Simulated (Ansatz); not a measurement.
# PbTe: the cost of one run

All numbers below are computed with Ansatz 0.2.0 (DFT PBE, scalar-relativistic, plane waves, PAW).

4 further runs of the same task are left out: 4 set aside as unsound or not needed.

### Step 1. The starting structure

The cell holds 32 atoms (Pb15Te16Yb): a = 11.379 Å, b = 11.379 Å, c = 11.379 Å, α = 109.47°, β = 109.47°, γ = 109.47°.

The coordinates of this cell stand in the input of its own run.

The host was relaxed before at PBE: a = 6.570 Å, b = 6.570 Å, c = 6.570 Å, α = 90.00°, β = 90.00°, γ = 90.00° (conventional cell), 35.442 Å³/atom.

Places, in fractions of the supercell: Yb in place of Pb at (0.250, 0.250, 0.000). The start keeps the symmetry of the ideal site.

### Step 2. Band edges of the host over the zone

The input, input.yaml:

```yaml
crystal:
  lattice:
    - [0.0, 3.2847785081, 3.2847785081]
    - [3.2847785081, 0.0, 3.2847785081]
    - [3.2847785081, 3.2847785081, 0.0]
  atoms:
    - { symbol: Te, position: [0.0, 0.0, 0.0] }
    - { symbol: Pb, position: [0.5, 0.5, 0.5] }
basis:
  ecutwfc: 420
  xc_grid: 2
kpoints:
  mp_grid: { grid: [6, 6, 6] }
  band_path: { path: [VBM, CBM], npoints: 2 }
hamiltonian:
  xc: pbe
scf:
  occupations: { method: gaussian, width: 0.02 }
output:
  forces: true
  stress: true
  eigenvalues: true
```

On the command line:

```
> ansatz run input.yaml --threads 8 --pin off --max-ram 16384MiB --backend cpu --events-out ev --progress --plain --runs-dir out
```

Q: Estimate wall time and peak memory on 8 threads of Arm Neoverse V1, shared host.

About 1.1 s, with a peak of 0.39 GiB.
